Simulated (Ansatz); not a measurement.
**ZnS: how the settings move a relaxation**

Aim: see which settings change the result for ZnS, by how much, and at what cost.

Computed with Ansatz 0.2.0 (reference: DFT, LDA, PAW with Ansatz's default frozen-core files, scalar-relativistic; relaxation of cell and atoms, unless a step's input says otherwise).

## (1) The structure to begin with

It takes space group P6_3mc (No. 186, hexagonal). Conventional cell: a = 3.811 Å, b = 3.811 Å, c = 6.234 Å, α = 90.00°, β = 90.00°, γ = 120.00°. Zn (site symmetry 3m) is surrounded by 4 S at 2.31 to 2.40 Å. S (site symmetry 3m) has 4 Zn at 2.31 to 2.40 Å as nearest neighbours.

As a file:

```xyz
4
Lattice="3.8110 0.0000 0.0000 -1.9055 3.3004 0.0000 0.0000 0.0000 6.2340" Properties=species:S:1:pos:R:3 pbc="T T T"
Zn    0.0000    2.2003    0.0000
Zn    1.9055    1.1001    3.1170
S     0.0000    2.2003    2.4001
S     1.9055    1.1001    5.5171
```

## (2) Reference

The input, input.yaml:

```yaml
crystal:
  lattice:
    - [3.81099999999, 0.0, 0.0]
    - [-1.9055, 3.30042281381, 0.0]
    - [0.0, 0.0, 6.234]
  atoms:
    - { symbol: Zn, position: [0.333333333333, 0.666666666667, 0.0] }
    - { symbol: Zn, position: [0.666666666667, 0.333333333333, 0.5] }
    - { symbol: S, position: [0.333333333333, 0.666666666667, 0.385] }
    - { symbol: S, position: [0.666666666667, 0.333333333333, 0.885] }
kpoints:
  mp_grid: { grid: [12, 12, 6] }
scf:
  occupations: { method: fermi_dirac, width: 0.05 }
hamiltonian:
  xc: lda
  pseudopotentials: { kind: paw }
relax:
  f_tol: 0.002
  max_steps: 80
  cell: {}
output:
  forces: true
  stress: true
```

Launch:

```console
ansatz run input.yaml --threads 2 --pin off --max-ram 5120MiB --backend cpu --events-out ev --progress --plain --runs-dir out
```

From the output:

```text
[...]
Basis set: ecut = 420 eV, 1521 PW (Γ)
[...]
k-points: 76 of 864 (time reversal used)
[...]
SCF iter   1: F=—  HF=-8234.803917 eV  |F-HF|=—  |Δ(HF+E_count)|=         —  Δρ=7.06e-3  dr2=3.60e-2  ethr=1.77e-3  ⟨swp⟩=5.7  Hψ=7843  notcnv=0
preconditioner: auto → Resta (q_TF=auto, 2.396 Å⁻¹)  ε∞=6.7  [insulator: Δε(μ)=1.921 eV  Ē_g=10.571 eV  σ=0.050 eV  W_gap=1.00  n_scr=22 (ndim 8)  ℏωp=25.2 eV  f_vac=0.040  D(μ)=0.00/eV (n_scr^D=0)  ε∞_Penn≈6.7]
SCF iter   2: F=—  HF=-8234.795023 eV  |F-HF|=—  |Δ(HF+E_count)|=   8.89e-3  Δρ=3.21e-3  dr2=9.08e-3  ethr=1.00e-4  ⟨swp⟩=2.6  Hψ=3621  notcnv=0
[...]
relax step   1: F+E_penalty+E_count = -8234.79217006 eV  Δ(F+E_penalty+E_count) = +0.000e0 eV  max|allowed force component| = 2.946e-1 eV/Å  Δτ_max = 0.0000 Å  P = -3.902 GPa  Ω = 78.411 Å³  (7 SCF iters, dr2 threshold 1.00e-7 eV, accepted)
[...]
Basis set: ecut = 420 eV, 1509 PW (Γ)
[...]
relax step   2: F+E_penalty+E_count = -8234.84781395 eV  Δ(F+E_penalty+E_count) = -5.564e-2 eV  max|allowed force component| = 2.290e-1 eV/Å  Δτ_max = 0.0120 Å  P = -1.666 GPa  Ω = 75.962 Å³  energy of the carried Pulay correction = +7.435e-4 eV  (6 SCF iters,
[...]
Basis set: ecut = 420 eV, 1449 PW (Γ)
[...]
relax step   3: F+E_penalty+E_count = -8234.86659526 eV  Δ(F+E_penalty+E_count) = -1.878e-2 eV  max|allowed force component| = 7.520e-3 eV/Å  Δτ_max = 0.0208 Å  P = +0.497 GPa  Ω = 73.927 Å³  energy of the carried Pulay correction = +1.380e-3 eV  (6 SCF iters,
[...]
relax step   4: F+E_penalty+E_count = -8234.86723123 eV  Δ(F+E_penalty+E_count) = -6.360e-4 eV  max|allowed force component| = 2.187e-3 eV/Å  Δτ_max = 0.0027 Å  P = -0.021 GPa  Ω = 74.358 Å³  energy of the carried Pulay correction = +1.243e-3 eV  (5 SCF iters,
[...]
relax step   5: F+E_penalty+E_count = -8234.86724650 eV  Δ(F+E_penalty+E_count) = -1.528e-5 eV  max|allowed force component| = 2.149e-4 eV/Å  Δτ_max = 0.0006 Å  P = -0.001 GPa  Ω = 74.343 Å³  energy of the carried Pulay correction = +1.248e-3 eV  (4 SCF iters,
[...]
SCF iter   5: F=—  HF=-8234.866008 eV  |F-HF|=—  |Δ(HF+E_count)|=   9.51e-9  Δρ=5.97e-7  dr2=1.17e-10  ethr=4.69e-12  ⟨swp⟩=2.0  Hψ=2971  notcnv=0
SCF iter   6: F=-8234.866008 eV  HF=-8234.866008 eV  |F-HF|=5.46e-12  |Δ(HF+E_count)|=  6.37e-11  Δρ=1.21e-7  dr2=1.09e-11  ethr=1.00e-12  ⟨swp⟩=4.4  Hψ=6123  notcnv=0
[...]
relax step   6: F+E_penalty+E_count = -8234.86600782 eV  Δ(F+E_penalty+E_count) = +1.239e-3 eV  max|allowed force component| = 1.839e-4 eV/Å  Δτ_max = 0.0000 Å  P = -0.002 GPa  Ω = 74.343 Å³  stress off target by 2.79e-3 GPa  SCF on the basis re-selected at th
[...]
SCF converged after 6 iterations
Free energy (F): -8234.866008 eV
[...]
E sigma→0 (E₀):  -8234.866008 eV
Fermi energy:    7.470927 eV
[...]
  P = ⅓ Tr σ = -0.0022 GPa (-0.022 kbar)
--- Relaxed structure (5 steps of the walk, 5 accepted, 1 SCFs on fresh bases) ---
[...]
```

Run time: 30 s. Hardware: 2 threads of Arm Neoverse V2, shared host; peak memory 0.38 GiB.

## (3) Changing settings: mp_grid.grid [8, 8, 4], occupations.method fixed, xc pbesol, ecutrho_ratio 6, ecutwfc 200 eV

Edit input.yaml of step 2 so:

```diff
@@ -11,7 +11,7 @@
 kpoints:
-  mp_grid: { grid: [12, 12, 6] }
+  mp_grid: { grid: [8, 8, 4] }
 scf:
-  occupations: { method: fermi_dirac, width: 0.05 }
+  occupations: { method: fixed }
 hamiltonian:
-  xc: lda
+  xc: pbesol
   pseudopotentials: { kind: paw }
@@ -24 +24,4 @@
   stress: true
+basis:
+  ecutrho_ratio: 6
+  ecutwfc: "200 eV"
```

Launch:

```console
ansatz run input.yaml --threads 2 --pin off --max-ram 5120MiB --backend cpu --events-out ev --progress --plain --runs-dir out
```

Output:

```text
Warning: basis.ecutwfc = 200 eV is below the records' recommended 420 eV, and the density's cutoff is lower with it unless basis.ecutrho_ratio is high enough to keep the records' density cutoff: compare with a run at a higher cutoff
Warning: basis.ecutrho_ratio = 6 (ecutrho = 1200 eV) is below the records' recommended 1680 eV
Engine: ansatz 0.2.0
Pseudopotentials: kind: paw
Pseudopotential: Zn, paw, valence charge 12, recommended cutoff 420 eV (normal), Zn.paw.azcp
Pseudopotential: S, paw, valence charge 6, recommended cutoff 420 eV (normal), S.paw.azcp
Functional definition: PBEsol
  exchange = pbesol_x
  correlation = pbesol_c
Crystal: 4 atoms, lattice volume = 78.411 Å³
Basis set: ecut = 200 eV, 525 PW (Γ), exchange–correlation on 48×48×72 points (8 copies of the dense FFT grid, shifted against one another)
Bands: 22, of which v1, the nominal top of the filled ones, is band 18 counted from 1 (17 counted from 0)
Symmetry: 12 space group operations
Space group: P63mc (ITA 186), of the structure as read, at distance tolerance 4.3e-5 Å
k-points: 30 of 256 (time reversal used)
Non-local potential: Zn, projectors of the file, l = 0: 2, l = 1: 2, l = 2: 3, l = 3: 1
Non-local potential: S, projectors of the file, l = 0: 2, l = 1: 2, l = 2: 2
PAW form: soft (Blöchl's): semilocal exchange-correlation on the pseudo side does not see the compensation charge
PAW frozen core: Zn, regenerated for the run's functional, and the local potential with it (the file was generated under x = pbe(κ = 0.804, μ = 0.2195149727645171), c = pbe(β = 0.06672455060314922))
PAW frozen core: S, regenerated for the run's functional, and the local potential with it (the file was generated under x = pbe(κ = 0.804, μ = 0.2195149727645171), c = pbe(β = 0.06672455060314922))
PAW one-centre angular grid: Zn, 590 points (default); XC on 64 Gauss nodes
PAW one-centre angular grid: S, 110 points (default); XC on 64 Gauss nodes
Initial density: superposition of atomic densities (neutral atoms: chi_scale 0, normalization atom), corrected by the library's trained network
Initial wavefunctions: pseudopotential atomic-orbital guess
Functional: x = pbesol(κ = 0.804, μ = 0.12345679012345678), c = pbesol(β = 0.046)
SCF iter   1: F=—  HF=-8324.412359 eV  |F-HF|=—  |Δ(HF+E_count)|=         —  Δρ=6.68e-2  dr2=1.58e0  ethr=1.77e-3  ⟨swp⟩=4.2  Hψ=2591  notcnv=0  defer=36
preconditioner: auto → Resta (q_TF=auto, 2.396 Å⁻¹)  ε∞=6.8  [insulator: Δε(μ)=2.032 eV  Ē_g=10.429 eV  n_scr=22 (ndim 8)  ℏωp=25.2 eV  f_vac=0.039  ε∞_Penn≈6.8]
SCF iter   2: F=—  HF=-8321.257585 eV  |F-HF|=—  |Δ(HF+E_count)|=    3.15e0  Δρ=2.64e-2  dr2=4.09e-1  ethr=1.77e-3  ⟨swp⟩=3.0  Hψ=1710  notcnv=0  defer=35
SCF iter   3: F=—  HF=-8321.319259 eV  |F-HF|=—  |Δ(HF+E_count)|=   6.17e-2  Δρ=1.82e-2  dr2=1.91e-1  ethr=1.14e-3  ⟨swp⟩=1.1  Hψ=905  notcnv=0  defer=30
SCF iter   4: F=—  HF=-8321.271363 eV  |F-HF|=—  |Δ(HF+E_count)|=   4.79e-2  Δρ=2.07e-3  dr2=3.90e-3  ethr=5.31e-4  ⟨swp⟩=2.0  Hψ=962  notcnv=0  defer=58
SCF iter   5: F=—  HF=-8321.270994 eV  |F-HF|=—  |Δ(HF+E_count)|=   3.69e-4  Δρ=9.30e-4  dr2=3.32e-4  ethr=1.08e-5  ⟨swp⟩=2.0  Hψ=1200  notcnv=0  defer=60
SCF iter   6: F=—  HF=-8321.270891 eV  |F-HF|=—  |Δ(HF+E_count)|=   1.03e-4  Δρ=1.27e-4  dr2=1.04e-5  ethr=9.21e-7  ⟨swp⟩=2.0  Hψ=1071  notcnv=0  defer=43
SCF iter   7: F=—  HF=-8321.270716 eV  |F-HF|=—  |Δ(HF+E_count)|=   1.74e-4  Δρ=4.73e-5  dr2=1.34e-6  ethr=2.90e-8  ⟨swp⟩=2.0  Hψ=1127  notcnv=0
SCF iter   8: F=-8321.270717 eV  HF=-8321.270717 eV  |F-HF|=4.54e-8  |Δ(HF+E_count)|=   3.20e-7  Δρ=4.72e-6  dr2=2.31e-8  ethr=2.78e-10  ⟨swp⟩=3.0  Hψ=2800  notcnv=0
SCF 1 converged in 8 iterations: F = -8321.270717 eV  dr2 = 2.31e-8
relax step   1: F+E_penalty+E_count = -8321.27071683 eV  Δ(F+E_penalty+E_count) = +0.000e0 eV  max|allowed force component| = 3.514e-1 eV/Å  Δτ_max = 0.0000 Å  P = -1.518 GPa  Ω = 78.411 Å³  (8 SCF iters, dr2 threshold 1.00e-7 eV, accepted)
Crystal: 4 atoms, lattice volume = 77.372 Å³
Initial density: handed on by an earlier stage of this run
Initial wavefunctions: those handed on with the density
iter 1 solved again at ethr=1.25e-5 eV; its pass at ethr=3.10e-3 eV (dr2=4.48e-3 eV) is discarded
SCF iter   1: F=—  HF=-8322.042671 eV  |F-HF|=—  |Δ(HF+E_count)|=         —  Δρ=3.24e-3  dr2=4.27e-3  ethr=1.25e-5  ⟨swp⟩=1.3  Hψ=2499  notcnv=0  defer=27
automatic band count: iteration 1 solves 21 bands in place of 22: the levels show a gap, and the empty bands left out lie too high to hold charge; the band table lists the bands solved (type scf.n_extra_bands for more)
preconditioner: auto → Resta (q_TF=auto, 2.402 Å⁻¹)  ε∞=5.6  [insulator: Δε(μ)=2.475 eV  Ē_g=11.816 eV  n_scr=22 (ndim 8)  ℏωp=25.3 eV  f_vac=0.035  ε∞_Penn≈5.6]
SCF iter   2: F=—  HF=-8322.037967 eV  |F-HF|=—  |Δ(HF+E_count)|=   4.70e-3  Δρ=7.75e-4  dr2=3.01e-4  ethr=1.19e-5  ⟨swp⟩=2.0  Hψ=1170  notcnv=0  defer=30
SCF iter   3: F=—  HF=-8322.038048 eV  |F-HF|=—  |Δ(HF+E_count)|=   8.12e-5  Δρ=5.39e-4  dr2=1.32e-4  ethr=8.36e-7  ⟨swp⟩=2.2  Hψ=1048  notcnv=0
SCF iter   4: F=—  HF=-8322.037951 eV  |F-HF|=—  |Δ(HF+E_count)|=   9.68e-5  Δρ=1.07e-4  dr2=8.06e-6  ethr=3.66e-7  ⟨swp⟩=2.0  Hψ=1022  notcnv=0  defer=1
SCF iter   5: F=—  HF=-8322.037953 eV  |F-HF|=—  |Δ(HF+E_count)|=   2.03e-6  Δρ=2.19e-5  dr2=4.99e-7  ethr=2.24e-8  ⟨swp⟩=2.0  Hψ=823  notcnv=0  defer=8
SCF iter   6: F=-8322.037954 eV  HF=-8322.037954 eV  |F-HF|=5.01e-8  |Δ(HF+E_count)|=   5.65e-7  Δρ=5.49e-6  dr2=3.56e-8  ethr=1.11e-9  ⟨swp⟩=4.0  Hψ=1993  notcnv=0
SCF 2 converged in 6 iterations: F = -8322.037954 eV  dr2 = 3.56e-8
relax step   2: F+E_penalty+E_count = -8322.03795370 eV  Δ(F+E_penalty+E_count) = -7.672e-1 eV  max|allowed force component| = 2.398e-1 eV/Å  Δτ_max = 0.0107 Å  P = +4.511 GPa  Ω = 77.372 Å³  energy of the carried Pulay correction = +7.631e-1 eV  (6 SCF iters, dr2 threshold 4.00e-7 eV, accepted)
Crystal: 4 atoms, lattice volume = 77.818 Å³
iter 1 solved again at ethr=3.38e-6 eV; its pass at ethr=3.10e-3 eV (dr2=1.22e-3 eV) is discarded
SCF iter   1: F=—  HF=-8321.715670 eV  |F-HF|=—  |Δ(HF+E_count)|=         —  Δρ=1.84e-3  dr2=1.22e-3  ethr=3.38e-6  ⟨swp⟩=2.0  Hψ=3386  notcnv=0  defer=29
automatic band count: iteration 1 solves 21 bands in place of 22: the levels show a gap, and the empty bands left out lie too high to hold charge; the band table lists the bands solved (type scf.n_extra_bands for more)
preconditioner: auto → Resta (q_TF=auto, 2.399 Å⁻¹)  ε∞=5.7  [insulator: Δε(μ)=2.421 eV  Ē_g=11.704 eV  n_scr=22 (ndim 8)  ℏωp=25.3 eV  f_vac=0.036  ε∞_Penn≈5.7]
SCF iter   2: F=—  HF=-8321.714828 eV  |F-HF|=—  |Δ(HF+E_count)|=   8.43e-4  Δρ=7.58e-4  dr2=2.31e-4  ethr=3.38e-6  ⟨swp⟩=2.0  Hψ=1170  notcnv=0  defer=30
SCF iter   3: F=—  HF=-8321.714800 eV  |F-HF|=—  |Δ(HF+E_count)|=   2.73e-5  Δρ=3.41e-4  dr2=5.88e-5  ethr=6.42e-7  ⟨swp⟩=2.0  Hψ=1143  notcnv=0
SCF iter   4: F=—  HF=-8321.714807 eV  |F-HF|=—  |Δ(HF+E_count)|=   6.80e-6  Δρ=4.53e-5  dr2=2.16e-6  ethr=1.63e-7  ⟨swp⟩=2.0  Hψ=1170  notcnv=0  defer=2
SCF iter   5: F=-8321.714808 eV  HF=-8321.714808 eV  |F-HF|=4.98e-8  |Δ(HF+E_count)|=   8.72e-7  Δρ=1.40e-5  dr2=1.79e-7  ethr=1.11e-9  ⟨swp⟩=4.0  Hψ=2106  notcnv=0
SCF 3 converged in 5 iterations: F = -8321.714808 eV  dr2 = 1.79e-7
relax step   3: F+E_penalty+E_count = -8321.71480805 eV  Δ(F+E_penalty+E_count) = +3.231e-1 eV  max|allowed force component| = 1.913e-1 eV/Å  Δτ_max = 0.0118 Å  P = +1.829 GPa  Ω = 77.818 Å³  energy of the carried Pulay correction = +4.341e-1 eV  (5 SCF iters, dr2 threshold 4.00e-7 eV, accepted)
[... from here on, the SCF cycles and remarks between the steps are left out ...]
relax step   4: F+E_penalty+E_count = -8321.54469777 eV  Δ(F+E_penalty+E_count) = +1.701e-1 eV  max|allowed force component| = 1.411e-2 eV/Å  Δτ_max = 0.0088 Å  P = +0.319 GPa  Ω = 78.069 Å³  energy of the carried Pulay correction = +2.498e-1 eV  (5 SCF iters, dr2 threshold 4.00e-7 eV, accepted)
relax step   5: F+E_penalty+E_count = -8321.50486986 eV  Δ(F+E_penalty+E_count) = +3.983e-2 eV  max|allowed force component| = 5.869e-4 eV/Å  Δτ_max = 0.0001 Å  P = -0.000 GPa  Ω = 78.124 Å³  energy of the carried Pulay correction = +2.097e-1 eV  (4 SCF iters, dr2 threshold 4.00e-7 eV, accepted)
relax step   6: F+E_penalty+E_count = -8321.34056864 eV  Δ(F+E_penalty+E_count) = +1.643e-1 eV  max|allowed force component| = 2.050e-3 eV/Å  Δτ_max = 0.0000 Å  P = -1.505 GPa  Ω = 78.124 Å³  stress off target by 1.68e0 GPa  SCF on the basis re-selected at this cell (its energy is not comparable with the rows above)  (7 SCF iters)
relax step   7: F+E_penalty+E_count = -8321.53132593 eV  Δ(F+E_penalty+E_count) = -1.908e-1 eV  max|allowed force component| = 4.330e-4 eV/Å  Δτ_max = 0.0005 Å  P = -0.532 GPa  Ω = 77.865 Å³  energy of the carried Pulay correction = +1.891e-1 eV  (5 SCF iters, dr2 threshold 4.00e-7 eV, accepted)
relax step  39: F+E_penalty+E_count = -8321.39213639 eV  Δ(F+E_penalty+E_count) = -1.420e-2 eV  max|allowed force component| = 5.028e-5 eV/Å  Δτ_max = 0.0000 Å  P = -0.042 GPa  Ω = 76.678 Å³  energy of the carried Pulay correction = +1.419e-2 eV  (4 SCF iters, dr2 threshold 3.54e-8 eV, accepted)
relax step  40: F+E_penalty+E_count = -8321.39213639 eV  Δ(F+E_penalty+E_count) = -6.203e-10 eV  max|allowed force component| = 5.147e-5 eV/Å  Δτ_max = 0.0000 Å  P = -0.117 GPa  Ω = 76.678 Å³  stress off target by 1.19e-1 GPa  SCF on the basis re-selected at this cell (its energy is not comparable with the rows above)  (4 SCF iters)
relax step  41: F+E_penalty+E_count = -8321.41428566 eV  Δ(F+E_penalty+E_count) = -2.215e-2 eV  max|allowed force component| = 1.115e-5 eV/Å  Δτ_max = 0.0000 Å  P = +0.000 GPa  Ω = 76.648 Å³  energy of the carried Pulay correction = +2.214e-2 eV  (4 SCF iters, dr2 threshold 3.56e-8 eV, accepted)
relax step  42: F+E_penalty+E_count = -8321.38207184 eV  Δ(F+E_penalty+E_count) = +3.221e-2 eV  max|allowed force component| = 1.271e-3 eV/Å  Δτ_max = 0.0000 Å  P = -0.077 GPa  Ω = 76.648 Å³  stress off target by 8.81e-2 GPa  SCF on the basis re-selected at this cell (its energy is not comparable with the rows above)  (6 SCF iters)
relax step  43: F+E_penalty+E_count = -8321.39666715 eV  Δ(F+E_penalty+E_count) = -1.460e-2 eV  max|allowed force component| = 1.054e-3 eV/Å  Δτ_max = 0.0000 Å  P = -0.000 GPa  Ω = 76.628 Å³  energy of the carried Pulay correction = +1.459e-2 eV  (4 SCF iters, dr2 threshold 1.94e-8 eV, accepted)
relax step  44: F+E_penalty+E_count = -8321.37376011 eV  Δ(F+E_penalty+E_count) = +2.291e-2 eV  max|allowed force component| = 1.364e-4 eV/Å  Δτ_max = 0.0000 Å  P = -0.044 GPa  Ω = 76.628 Å³  stress off target by 5.28e-2 GPa  SCF on the basis re-selected at this cell (its energy is not comparable with the rows above)  (6 SCF iters)
relax step  45: F+E_penalty+E_count = -8321.38206616 eV  Δ(F+E_penalty+E_count) = -8.306e-3 eV  max|allowed force component| = 1.347e-6 eV/Å  Δτ_max = 0.0000 Å  P = -0.000 GPa  Ω = 76.617 Å³  energy of the carried Pulay correction = +8.304e-3 eV  (4 SCF iters, dr2 threshold 6.97e-9 eV, accepted)
iter 1 solved again at ethr=9.82e-8 eV; its pass at ethr=3.10e-3 eV (dr2=3.54e-5 eV) is discarded
SCF iter   1: F=—  HF=-8321.360647 eV  |F-HF|=—  |Δ(HF+E_count)|=         —  Δρ=9.63e-5  dr2=3.27e-6  ethr=9.82e-8  ⟨swp⟩=2.8  Hψ=4308  notcnv=0  defer=60
preconditioner: auto → Resta (q_TF=auto, 2.406 Å⁻¹)  ε∞=5.3  [insulator: Δε(μ)=2.519 eV  Ē_g=12.210 eV  n_scr=22 (ndim 8)  ℏωp=25.5 eV  f_vac=0.035  ε∞_Penn≈5.3]
SCF iter   2: F=—  HF=-8321.360618 eV  |F-HF|=—  |Δ(HF+E_count)|=   2.97e-5  Δρ=1.53e-5  dr2=1.09e-7  ethr=9.08e-9  ⟨swp⟩=2.0  Hψ=1065  notcnv=0  defer=7
SCF iter   3: F=—  HF=-8321.360618 eV  |F-HF|=—  |Δ(HF+E_count)|=   2.24e-8  Δρ=1.08e-5  dr2=6.52e-8  ethr=3.03e-10  ⟨swp⟩=2.0  Hψ=1155  notcnv=0  defer=7
SCF iter   4: F=—  HF=-8321.360618 eV  |F-HF|=—  |Δ(HF+E_count)|=   8.05e-9  Δρ=2.52e-6  dr2=5.30e-9  ethr=1.81e-10  ⟨swp⟩=1.0  Hψ=660  notcnv=0  defer=7
SCF iter   5: F=—  HF=-8321.360618 eV  |F-HF|=—  |Δ(HF+E_count)|=   1.43e-9  Δρ=4.39e-7  dr2=1.28e-10  ethr=1.47e-11  ⟨swp⟩=2.1  Hψ=866  notcnv=0  defer=7
SCF iter   6: F=-8321.360618 eV  HF=-8321.360618 eV  |F-HF|=5.46e-12  |Δ(HF+E_count)|=  2.55e-11  Δρ=7.94e-8  dr2=8.89e-12  ethr=1.00e-12  ⟨swp⟩=4.0  Hψ=2250  notcnv=0
SCF 46 converged in 6 iterations: F = -8321.360618 eV  dr2 = 8.89e-12
relax step  46: F+E_penalty+E_count = -8321.36061778 eV  Δ(F+E_penalty+E_count) = +2.145e-2 eV  max|allowed force component| = 1.023e-4 eV/Å  Δτ_max = 0.0000 Å  P = -0.012 GPa  Ω = 76.617 Å³  stress off target by 2.01e-2 GPa  SCF on the basis re-selected at this cell (its energy is not comparable with the rows above)  (6 SCF iters)
basis re-selected at this cell: Δ(F+E_penalty+E_count) = +2.145e-2 eV, ΔP = -0.012 GPa vs the last step (what re-selecting the basis moved, of the pressure what is left beyond the Pulay correction that the steps carried, after the strain that the cell walked since its last selection, with what the two solves' SCF thresholds leave and, on support functions, any second-order correction that the steps lacked; it is no measure of the basis error at this ecutwfc). This SCF's stress stands 2.01e-2 GPa from its target on what of the cell is left free (relax.cell.stress_tol is 5.00e-2 GPa) and its largest allowed force component is 1.02e-4 eV/Å (relax.f_tol is 2.00e-3 eV/Å): within both
SCF converged after 6 iterations
Free energy (F): -8321.360618 eV
Harris-Foulkes:  -8321.360618 eV  (|F-HF|=5.46e-12)
Internal energy: -8321.360618 eV  (E = F + TS)
E sigma→0 (E₀):  -8321.360618 eV
Fermi energy:    5.740422 eV
--- Per-component energies (eV) ---
  E_band       = -39.768826
  E_kinetic    = 496.134533
  E_local      = -4068.360399  (includes V_loc(G=0)·N_el)
  E_nonlocal   = 1349.138813
  E_hartree    = 1705.478682
  E_xc         = -464.922534
  E_vxc        = -281.498055  (∫ρ·V_xc dr)
  E_paw        = -4812.171873  (= ΣΔE_a)
  E_vpaw       = -946.142792  (= ΣTr[D̂ρ^β])
  E_aug_tail   = 0.001845  (compensation charges beyond the density's cutoff)
  E_ewald      = -2528.378294
  E_core_change = 1.718608  (= ΣΔE_core)
  E_smearing   = -0.000000  (= −TS)
  E_closure    = -0.000000  (closes the sum)
  Σ components = -8321.360618   (vs F -8321.360618, Δ=0.00e0)
--- Forces (eV/Å), atoms counted from 1 ---
  atom   1  Zn     0.00000000    -0.00000000     0.00010276
  atom   2  Zn     0.00000000     0.00000000     0.00010276
  atom   3  S     -0.00000000     0.00000000    -0.00010192
  atom   4  S      0.00000000     0.00000000    -0.00010192
  max |Σ_I F_I| component: 1.68e-6 eV/Å
--- Stress (GPa, compression-positive) ---
       -0.007929       0.000000      -0.000000
       -0.000000      -0.007929       0.000000
       -0.000000       0.000000      -0.020117
  P = ⅓ Tr σ = -0.0120 GPa (-0.120 kbar)
--- Relaxed structure (27 steps of the walk, 27 accepted, 19 SCFs on fresh bases) ---
  F+E_penalty+E_count = -8321.36061778 eV   max|allowed force component| = 1.023e-4 eV/Å   (the final SCF, on the basis selected at the relaxed cell)
  cell:  # Å, volume = 76.6169 Å³
    - [3.7844514288828583, 2.8666374402439517e-12, -1.9852368870339124e-31]
    - [-1.8922257144439119, 3.2774310767994397, -7.421167797175723e-32]
    - [-2.94820727639316e-31, -1.1974284217804364e-32, 6.177150332248579]
  atoms:
    - { symbol: Zn, position: [0.3333333333333334, 0.6666666666666667, 0.004715758320246559] }
    - { symbol: Zn, position: [0.6666666666666666, 0.3333333333333333, 0.5047157583202466] }
    - { symbol: S, position: [0.3333333333333334, 0.6666666666666667, 0.38028424167975333] }
    - { symbol: S, position: [0.6666666666666666, 0.3333333333333333, 0.8802842416797533] }
```

Wall time 34 s (2 threads of Arm Neoverse V2, shared host); peak memory 0.31 GiB.

After a change of functional the difference of the totals has no physical meaning; the gap on the mesh goes from 2.19 to 2.52 eV and the final volume goes from 74.34 to 76.62 Å³. The k-point mesh, smearing, numerical grids and cutoff changed too. The cutoff is under what these potentials recommend, as the log warns, so basis error is mixed in.

## (4) Side by side

| run | ending | energy change | pressure (GPa) | gap (eV) | force (eV/Å) | cycles | time |
| --- | --- | --- | --- | --- | --- | --- | --- |
| reference | converged | - | 0.0 | 2.19 | 0.00 | 34 | 30 s |
| 1: mp_grid.grid [8, 8, 4], occupations.method fixed, xc pbesol, ecutrho_ratio 6, ecutwfc 200 eV | converged | not comparable | 0.0 | 2.52 | 0.00 | 229 | 34 s |

A change of functional puts the total energy on another scale; the gap on the mesh goes from 2.19 to 2.52 eV and the final volume goes from 74.34 to 76.62 Å³. The k-point mesh, smearing, numerical grids and cutoff changed too. The cutoff is under what these potentials recommend, as the log warns, so basis error is mixed in. Run 1 ran under the cutoff that the potentials recommend, as the log warns, so basis error is mixed into its values.
